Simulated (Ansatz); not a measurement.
# B: axial (c/a) deformation path

These are results of Ansatz, DFT PBEsol, scalar-relativistic, plane waves, PAW, not measurements. Cutoff 420 eV, Γ-centred 36×36×14 k-points, Gaussian smearing of 0.15 eV. No spin polarisation. Energies are free energies at this smearing, counted from the undisturbed cell; pressure is positive in compression.

The starting cell (as given, not relaxed at this level; it stands at 1.7 GPa; this form isn't the usual structure):

```yaml
crystal:
  lattice:
    - [1.70243, 0.00000, 0.00000]
    - [-0.85122, 1.47435, 0.00000]
    - [0.00000, 0.00000, 3.63542]
  atoms:
    - { symbol: B, position: [0.00000, 0.00000, 0.00000] }
```

The cell holds layers and no dispersion correction was added, so their binding is poorly described.

At fixed volume and fractional coordinates, lengths along (0.000, 0.000, 1.000) are scaled against those across it; ρ is that ratio over its starting value. The cell is metallic on the mesh throughout.

Task: Over the sampled range (0.800 to 1.300), is the undisturbed cell the lowest point?

Result: Yes, every other sampled point lies higher.

The scan:

| ρ | ΔE (meV/atom) |
| --- | --- |
| 0.800 | 215.4 |
| 0.850 | 116.3 |
| 0.920 | 26.4 |
| 0.960 | 3.7 |
| 1.000 | 0.0 |
| 1.050 | 20.3 |
| 1.100 | 65.5 |
| 1.200 | 221.5 |
| 1.300 | 455.0 |